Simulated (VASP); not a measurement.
# SnSe (Fm-3m) in VASP: a series of runs

The runs below take SnSe through single point, with HSE06.

Everything below comes from runs of VASP 6.6.1. Logs are shortened: lines on timing, memory, paths and dates and some standing lists are left out, and cuts for length are marked.

### 1 The crystal as given

It takes space group Fm-3m (No. 225, cubic). The conventional cell has a = 6.020 Å, b = 6.020 Å, c = 6.020 Å, α = 90.00°, β = 90.00°, γ = 90.00°. Sn (site symmetry m-3m) is surrounded by 6 Se at 3.01 Å. Se (site symmetry m-3m) has 6 Sn at 3.01 Å as nearest neighbours.

Measurements of this composition are mostly on another form, of space group No. 62.

### 2 Single point, HSE06

The input, POSCAR:

```
SnSe
1.0
    0.0000000000      3.0100000000      3.0100000000
    3.0100000000      0.0000000000      3.0100000000
    3.0100000000      3.0100000000      0.0000000000
Sn Se
1 1
Direct
    0.0000000000      0.0000000000      0.0000000000
    0.5000000000      0.5000000000      0.5000000000
```

The input, INCAR.step1:

```
SYSTEM = SnSe
ALGO = Normal
EDIFF = 1E-5
ENCUT = 400
GGA = PE
ISIF = 2
ISMEAR = 0
LASPH = .TRUE.
LREAL = .FALSE.
LWAVE = .TRUE.
NBANDS = 18
NELM = 100
NKRED = 1
PREC = Accurate
SIGMA = 0.01
```

The input, INCAR.step2:

```
SYSTEM = SnSe
ALGO = Normal
EDIFF = 1E-6
ENCUT = 400
GGA = PE
HFSCREEN = 0.2
ISIF = 2
ISMEAR = 0
ISTART = 1
LASPH = .TRUE.
LCHARG = .FALSE.
LHFCALC = .TRUE.
LREAL = .FALSE.
LWAVE = .FALSE.
NBANDS = 18
NELM = 100
NKRED = 1
PREC = Accurate
PRECFOCK = Fast
SIGMA = 0.01
```

The input, KPOINTS:

```
k-points
0
G
  2 2 2
  0 0 0
```

Potentials or basis: VASP PAW PBE potentials, release 64 (Sn_d, Se).

Started as:

```
cat potpaw_PBE.64/Sn_d/POTCAR potpaw_PBE.64/Se/POTCAR > POTCAR
cp INCAR.step1 INCAR
mpirun -np 1 vasp_std > vasp.out
cp INCAR.step2 INCAR
mpirun -np 1 vasp_std > vasp.out
```

OUTCAR:

```text
SYSTEM = SnSe
   EDIFF = 1E-6
   ENCUT = 400
   GGA = PE
   HFSCREEN = 0.2
   ISIF = 2
   ISMEAR = 0
   ISTART = 1
   LASPH = .TRUE.
   LHFCALC = .TRUE.
   LREAL = .FALSE.
   NELM = 100
   NKRED = 1
   PREC = Accurate
   PRECFOCK = Fast

 Found      3 irreducible k-points:

 Following reciprocal coordinates:
            Coordinates               Weight
  0.000000  0.000000  0.000000      1.000000
  0.500000  0.000000  0.000000      4.000000
  0.500000  0.500000  0.000000      3.000000
   k-points           NKPTS =      3   k-points in BZ     NKDIM =      8   number of bands    NBANDS=     18
   number of dos      NEDOS =    301   number of ions     NIONS =      2
   total plane-waves  NPLWV =  21952
   dimension x,y,z NGX =    28 NGY =   28 NGZ =   28
   dimension x,y,z NGXF=    56 NGYF=   56 NGZF=   56
   ions per type =               1   1
   NGX,Y,Z   is equivalent  to a cutoff of  10.94, 10.94, 10.94 a.u.
   NGXF,Y,Z  is equivalent  to a cutoff of  21.87, 21.87, 21.87 a.u.
 SYSTEM =  SnSe
   PREC   = accura    normal or accurate (medium, high low for compatibility)
   ISTART =      1    job   : 0-new  1-cont  2-samecut
   ICHARG =      0    charge: 1-file 2-atom 10-const
   ISPIN  =      1    spin polarized calculation?
   LNONCOLLINEAR =      F non collinear calculations
   LSORBIT =      F    spin-orbit coupling
   LASPH  =      T    aspherical Exc in radial PAW
   ENCUT  =  400.0 eV  29.40 Ry    5.42 a.u.   6.94  6.94  6.94*2*pi/ulx,y,z
   NELM   =    100;   NELMIN=  2; NELMDL=  0     # of ELM steps
   EDIFF  = 0.1E-05   stopping-criterion for ELM
   LREAL  =      F    real-space projection
   EDIFFG = 0.1E-04   stopping-criterion for IOM
   NSW    =      0    number of steps for IOM
   IBRION =     -1    ionic relax: 0-MD 1-quasi-New 2-CG
   NFREE  =      0    steps in history (QN), initial steepest desc. (CG)
   ISIF   =      2    stress and relaxation
   ISYM   =      3    0-nonsym 1-usesym 2-fastsym
   POTIM  = 0.5000    time-step for ionic-motion
   TEBEG  =    0.0;   TEEND  =   0.0 temperature during run
   PSTRESS=    0.0 pullay stress
   NELECT =      20.0000    total number of electrons
   NUPDOWN=      -1.0000    fix difference up-down
   EMIN   =  10.00;   EMAX   =-10.00  energy-range for DOS
   EFERMI =   0.00;   METHOD = LEGACY
   ISMEAR =     0;   SIGMA  =   0.01  broadening in eV -4-tet -1-fermi 0-gaus
   EFERMI_NEDOS =   21; number of points for ismear=-14 and -15
   IALGO  =     38    algorithm
   IMIX   =      1    mixing-type and parameters
     AMIX     =   0.40;   BMIX     =  1.00
     AMIX_MAG =   1.60;   BMIX_MAG =  1.00
  volume/ion in A,a.u.               =      27.27       184.03
  Fermi-wavevector in a.u.,A,eV,Ry     =   1.171768  2.214321 18.681350  1.373040
  Thomas-Fermi vector in A             =   2.308207
   LORBIT       =      0    0 simple, 1 ext, 2 COOP (PROOUT), +10 PAW based schemes
   GGA     = PE    functional components
   LHFCALC =     T    Hartree Fock is set to
   PRECFOCK=fast      Normal, Fast or Accurate (Low or Medium for compatibility)
   ENCUT4O =  -1.0   cutoff for four orbital integrals eV
   NKREDX  =     1    reduce k-point grid by
   NKREDY  =     1    reduce k-point grid by
   NKREDZ  =     1    reduce k-point grid by
   AEXX    =    0.2500 exact exchange contribution
   HFSCREEN=    0.2000 screening length (either q_TF or 0.3 A-1)
   HFSCREENC=   0.2000 screening length for correlation (either q_TF or 0.3 A-1)
   ENCUTFOCK=  -1.0 apply spherical cutoff to Coloumb kernel
   IVDW    =     0    specifies the selected vdW correction
   LEPSILON=     F    determine dielectric tensor
   LRPA    =     F    only Hartree local field effects (RPA)
 non-spin polarized calculation
 Gauss-broadening in eV      SIGMA  =   0.01
  energy-cutoff  :      400.00
  volume of cell :       54.54
 maximum number of plane-waves:       982
 NGX is ok and might be reduce to    28
  NGX = 16; NGY = 16; NGZ = 16

 number of electron      19.9999997 magnetization

 Free energy of the ion-electron system (eV)
  ---------------------------------------------------
  ext. energy  EPLUGINS =         0.00000000
  ---------------------------------------------------
  free energy    TOTEN  =        -8.77753805 eV

  energy without entropy =       -8.77753805  energy(sigma->0) =       -8.77753805

 E-fermi :   5.2147     XC(G=0):  -8.0686

 val. band max:        5.1576100597   @ k =   0.5000   0.0000   0.0000
 cond. band min:       6.3355794878   @ k =   0.5000   0.0000   0.0000
 fundamental gap:      1.1779694281
 Fermi energy:         5.2146582784

 k-point     1 :       0.0000    0.0000    0.0000
  band No.  band energies     occupation
      1     -19.1356      2.00000
      2     -19.1356      2.00000
      3     -19.1249      2.00000
      4     -19.1249      2.00000
      5     -19.1249      2.00000
      6     -10.0676      2.00000
      7      -0.3146      2.00000
      8       2.7014      2.00000
      9       2.7014      2.00000
     10       2.7014      2.00000
     11      10.3087      0.00000
     12      10.3087      0.00000
     13      10.3087      0.00000
     14      11.7753      0.00000
     15      11.7753      0.00000
     16      11.7753      0.00000
     17      14.1100      0.00000
     18      14.1650      0.00000

 k-point     2 :       0.5000    0.0000    0.0000
  band No.  band energies     occupation
      1     -19.1444      2.00000
      2     -19.1444      2.00000
      3     -19.1224      2.00000
      4     -19.1122      2.00000
      5     -19.1122      2.00000
      6      -9.0174      2.00000
      7      -3.7156      2.00000
      8       2.9788      2.00000
      9       2.9788      2.00000
     10       5.1576      2.00000
     11       6.3356      0.00000
     12       6.9423      0.00000
     13       6.9423      0.00000
     14      14.1881      0.00000
     15      16.2528      0.00000
     16      16.4065      0.00000
     17      16.4065      0.00000
     18      17.2717      0.00000

 k-point     3 :       0.5000    0.5000    0.0000
  band No.  band energies     occupation
      1     -19.1656      2.00000
      2     -19.1323      2.00000
      3     -19.1284      2.00000
      4     -19.1054      2.00000
      5     -19.1054      2.00000
      6      -8.7331      2.00000
      7      -1.2894      2.00000
      8      -0.8537      2.00000
      9       1.1514      2.00000
     10       1.1514      2.00000
     11       8.7288      0.00000
     12      11.4029      0.00000
     13      11.4029      0.00000
     14      12.0259      0.00000
     15      16.5828      0.00000
     16      17.7552      0.00000
     17      18.9123      0.00000
     18      18.9137      0.00000

------------------------ aborting loop because EDIFF is reached ----------------------------------------

  FORCE on cell =-STRESS in cart. coord.  units (eV):
  Direction    XX          YY          ZZ          XY          YZ          ZX
  --------------------------------------------------------------------------------------
  -------------------------------------------------------------------------------------
  Total       -1.3435826     -1.3435826     -1.3435826      0.0000000      0.0000000     -0.0000000
  in kB      -39.4680332    -39.4680332    -39.4680332      0.0000000      0.0000000     -0.0000000
  external PRESSURE =     -39.4680332 kB  Pullay stress =       0.0000000 kB

 VOLUME and BASIS-vectors are now :
 -----------------------------------------------------------------------------
  energy-cutoff  :      400.00
  volume of cell :       54.54
      direct lattice vectors                 reciprocal lattice vectors
     0.000000000  3.010000000  3.010000000    -0.166112957  0.166112957  0.166112957
     3.010000000  0.000000000  3.010000000     0.166112957 -0.166112957  0.166112957
     3.010000000  3.010000000  0.000000000     0.166112957  0.166112957 -0.166112957

 POSITION                                       TOTAL-FORCE (eV/Angst)
 -----------------------------------------------------------------------------------
      0.00000      0.00000      0.00000         0.000000     -0.000000     -0.000000
      3.01000      3.01000      3.01000        -0.000000      0.000000      0.000000
 -----------------------------------------------------------------------------------
    total drift:                                0.000008      0.000011      0.000008

  FREE ENERGIE OF THE ION-ELECTRON SYSTEM (eV)
  ---------------------------------------------------
  free  energy   TOTEN  =        -8.7775380514 eV

  energy  without entropy=       -8.7775380514  energy(sigma->0) =       -8.77753805
```

Run time: 30 s. Hardware: 1 thread of Intel Xeon Platinum 8559C (Emerald Rapids), shared host; peak memory 0.25 GiB.

The run converged, but some of its settings lie outside the range that counts as converged, so its numbers aren't taken as properties of the crystal.

What came out:

| Item | Value |
| --- | --- |
| Free energy | -8.7775 eV |
| Pressure | -3.9 GPa |
| Band gap on the k mesh | 1.18 eV, direct |

Caveat: the k mesh is coarse (spacing up to 0.90 Å⁻¹), so the values aren't converged, least of all with exact exchange; the PAW data sets were made with another functional, which shifts forces and pressure a little; spin-orbit coupling is left out, which moves the levels of the heavy elements.

### 3 Single point, HSE06

POSCAR is that of step 2.

INCAR.step1, as its differences from that of step 2:

```diff
@@ -3,3 +3,3 @@
 EDIFF = 1E-5
-ENCUT = 400
+ENCUT = 350
 GGA = PE
```

INCAR.step2, as its differences from that of step 2:

```diff
@@ -3,3 +3,3 @@
 EDIFF = 1E-6
-ENCUT = 400
+ENCUT = 350
 GGA = PE
```

The input, KPOINTS:

```
k-points
0
G
  3 3 3
  0 0 0
```

Potentials or basis: VASP PAW PBE potentials, release 64 (Sn_d, Se).

Started as:

```
cat potpaw_PBE.64/Sn_d/POTCAR potpaw_PBE.64/Se/POTCAR > POTCAR
cp INCAR.step1 INCAR
mpirun -np 1 vasp_std > vasp.out
cp INCAR.step2 INCAR
mpirun -np 1 vasp_std > vasp.out
```

It took 37 s on 1 thread of Intel Xeon Platinum 8559C (Emerald Rapids), shared host; peak memory 0.25 GiB.

The run converged, but some of its settings lie outside the range that counts as converged, so its numbers aren't taken as properties of the crystal.

What came out:

```
Free energy : -10.0191 eV
Pressure    : -2.3 GPa
```

Caveat: the k mesh is coarse (spacing up to 0.60 Å⁻¹), so the values aren't converged, least of all with exact exchange; this odd mesh misses L, where the gap lies, so gap, dielectric constants and Born charges aren't listed; the PAW data sets were made with another functional, which shifts forces and pressure a little.

### 4 Single point, HSE06

POSCAR is that of step 3.

INCAR.step1 is that of step 3.

INCAR.step2, as its differences from that of step 3:

```diff
@@ -18,3 +18,3 @@
 PREC = Accurate
-PRECFOCK = Fast
+PRECFOCK = Medium
 SIGMA = 0.01
```

KPOINTS is that of step 3.

Started as:

```
cat potpaw_PBE.64/Sn_d/POTCAR potpaw_PBE.64/Se/POTCAR > POTCAR
cp INCAR.step1 INCAR
mpirun -np 1 vasp_std > vasp.out
cp INCAR.step2 INCAR
mpirun -np 1 vasp_std > vasp.out
```

It took 2.3 min on 1 thread of Intel Xeon Platinum 8559C (Emerald Rapids), shared host; peak memory 0.26 GiB.

The run converged, but some of its settings lie outside the range that counts as converged, so its numbers aren't taken as properties of the crystal.

Results:

```
Free energy : -10.0177 eV
Pressure    : -2.4 GPa
```

Caveat: the k mesh is coarse (spacing up to 0.60 Å⁻¹), so the values aren't converged, least of all with exact exchange; this odd mesh misses L, where the gap lies, so gap, dielectric constants and Born charges aren't listed; the PAW data sets were made with another functional, which shifts forces and pressure a little.

### 5 Single point, HSE06

POSCAR is that of step 4.

INCAR.step1, as its differences from that of step 4:

```diff
@@ -3,3 +3,3 @@
 EDIFF = 1E-5
-ENCUT = 350
+ENCUT = 400
 GGA = PE
```

INCAR.step2, as its differences from that of step 4:

```diff
@@ -3,3 +3,3 @@
 EDIFF = 1E-6
-ENCUT = 350
+ENCUT = 400
 GGA = PE
@@ -18,3 +18,3 @@
 PREC = Accurate
-PRECFOCK = Medium
+PRECFOCK = Fast
 SIGMA = 0.01
```

KPOINTS is that of step 4.

Started as:

```
cat potpaw_PBE.64/Sn_d/POTCAR potpaw_PBE.64/Se/POTCAR > POTCAR
cp INCAR.step1 INCAR
mpirun -np 1 vasp_std > vasp.out
cp INCAR.step2 INCAR
mpirun -np 1 vasp_std > vasp.out
```

Run time: 38 s. Hardware: 1 thread of Intel Xeon Platinum 8559C (Emerald Rapids), shared host; peak memory 0.24 GiB.

These settings aren't checked as converged: the numbers below hold their error.

Results:

```
Free energy : -10.0209 eV
Pressure    : -2.1 GPa
```

Caveat: the k mesh is coarse (spacing up to 0.60 Å⁻¹), so the values aren't converged, least of all with exact exchange; this odd mesh misses L, where the gap lies, so gap, dielectric constants and Born charges aren't listed; the PAW data sets were made with another functional, which shifts forces and pressure a little.

### 6 Single point, HSE06

POSCAR is that of step 5.

INCAR.step1, as its differences from that of step 5:

```diff
@@ -3,3 +3,3 @@
 EDIFF = 1E-5
-ENCUT = 400
+ENCUT = 350
 GGA = PE
```

INCAR.step2, as its differences from that of step 5:

```diff
@@ -3,3 +3,3 @@
 EDIFF = 1E-6
-ENCUT = 400
+ENCUT = 350
 GGA = PE
```

The input, KPOINTS:

```
k-points
0
G
  4 4 4
  0 0 0
```

Potentials or basis: VASP PAW PBE potentials, release 64 (Sn_d, Se).

Started as:

```
cat potpaw_PBE.64/Sn_d/POTCAR potpaw_PBE.64/Se/POTCAR > POTCAR
cp INCAR.step1 INCAR
mpirun -np 1 vasp_std > vasp.out
cp INCAR.step2 INCAR
mpirun -np 1 vasp_std > vasp.out
```

Run time: 83 s. Hardware: 1 thread of Intel Xeon Platinum 8559C (Emerald Rapids), shared host; peak memory 0.25 GiB.

The run converged, but some of its settings lie outside the range that counts as converged, so its numbers aren't taken as properties of the crystal.

What came out:

```yaml
Free_energy: -9.8155 eV
Pressure: -2.1 GPa
Band_gap_on_the_k_mesh: 0.48 eV, direct
```

Caveat: the k mesh is coarse (spacing up to 0.45 Å⁻¹), so the values aren't converged, least of all with exact exchange; the PAW data sets were made with another functional, which shifts forces and pressure a little; spin-orbit coupling is left out, which moves the levels of the heavy elements.
